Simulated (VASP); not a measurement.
Write the native input for VASP 6.6.1 that does the following.

```
Task                   : single point
Functional             : PBE
Potentials or basis    : VASP PAW PBE potentials, release 64 (P, B)
Cutoff                 : 520 eV
k mesh                 : 12 × 12 × 1
Occupations            : gaussian, width 0.05 eV
Spin                   : no spin polarisation
Dipole correction      : no
Further INCAR settings : LREAL = Auto; ALGO = Fast; EDIFF = 1e-06; NBANDS = 66
```

The structure of BP (an interface model) lies in POSCAR:

```
BP
1.0
    3.2161364976      0.0000000000      0.0000000000
   -1.6080682488      2.7852559090      0.0000000000
    0.0000000000      0.0000000000     31.5224479820
P B
12 12
Direct
    0.6666666667      0.3333333333      0.0503672844
    0.0000000000      0.0000000000      0.1334419008
    0.6666666667      0.3333333333      0.2998385147
    0.3333333333      0.6666666667      0.2166545994
    0.0000000000      0.0000000000      0.3827791190
    0.3333333333      0.6666666667      0.4645537670
    0.6666666667      0.3333333333      0.9496327156
    0.0000000000      0.0000000000      0.8665580992
    0.6666666667      0.3333333333      0.7001614853
    0.3333333333      0.6666666667      0.7833454006
    0.0000000000      0.0000000000      0.6172208810
    0.3333333333      0.6666666667      0.5354462330
    0.3333333333      0.6666666667      0.0276880674
    0.6666666667      0.3333333333      0.1126339718
    0.0000000000      0.0000000000      0.1960344927
    0.3333333333      0.6666666667      0.2792776291
    0.6666666667      0.3333333333      0.3624988687
    0.0000000000      0.0000000000      0.4455370532
    0.3333333333      0.6666666667      0.9723119326
    0.6666666667      0.3333333333      0.8873660282
    0.0000000000      0.0000000000      0.8039655073
    0.3333333333      0.6666666667      0.7207223709
    0.6666666667      0.3333333333      0.6375011313
    0.0000000000      0.0000000000      0.5544629468
```

These files were run (other wordings do the same):

INCAR

```
SYSTEM = BP
PREC = Accurate
ENCUT = 520
EDIFF = 1E-6
ISMEAR = 0
SIGMA = 0.05
LREAL = Auto
LASPH = .TRUE.
NELM = 100
ALGO = Fast
ISIF = 2
LWAVE = .FALSE.
LCHARG = .FALSE.
GGA = PE
NBANDS = 66
```

KPOINTS

```
regular mesh
0
G
  12 12 1
  0 0 0
```

Potentials or basis: VASP PAW PBE potentials, release 64 (P, B).

Launch:

```sh
$ cat potpaw_PBE.64/P/POTCAR potpaw_PBE.64/B/POTCAR > POTCAR
$ mpirun -np 1 vasp_std > vasp.out
```

It gave:

| Item | Value |
| --- | --- |
| Pressure | -0.3 GPa |
| Largest force | 0.038 eV/Å |
| Band gap on the k mesh | none (metal or under the smearing width) |

Wall time 10 min on 1 thread of Intel(R) Xeon(R) Platinum 8488C (Sapphire Rapids), with other jobs on the host, peak memory 0.47 GiB.
